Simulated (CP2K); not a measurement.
NiSb (Breithauptite):

```xyz
4
Lattice="3.9280 0.0000 0.0000 -1.9640 3.4017 0.0000 0.0000 0.0000 5.1200" Properties=species:S:1:pos:R:3 pbc="T T T"
Sb    1.9640    1.1339    3.8400
Sb    0.0000    2.2678    1.2800
Ni    0.0000    0.0000    2.5600
Ni    0.0000    0.0000    0.0000
```

Base run:

- Program: CP2K 2026.2
- Functional: PBE
- Potentials or basis: POTENTIAL_UZH Sb GTH-PBE-q5; GTH_POTENTIALS Ni GTH-PBE-q18; DZVP-MOLOPT-PBE-GTH, DZVP-MOLOPT-SR-GTH basis
- Density cutoff: 8163 eV
- k mesh: 6 × 6 × 4
- Occupations: fermi-dirac, width 0.05 eV
- Spin: collinear spin, ferromagnetic start
- Starting moments: [0.0, 0.0, 1.0, 1.0] μB
- Fixed moment: 0 μB

Its results: pressure 7.3 GPa.

Task: The run is repeated on the same cell with these changes: fixed moment from 0 μB to 2 μB. What comes out?

Result: Pressure 10.8 GPa; site moments Sb +0.33; Ni +0.67 μB.

Caveats: the basis of atomic orbitals isn't converged, which shifts pressures, moduli and gaps; the total moment is fixed, so each spin has its own Fermi level; the moment is held away from its start (some runs).
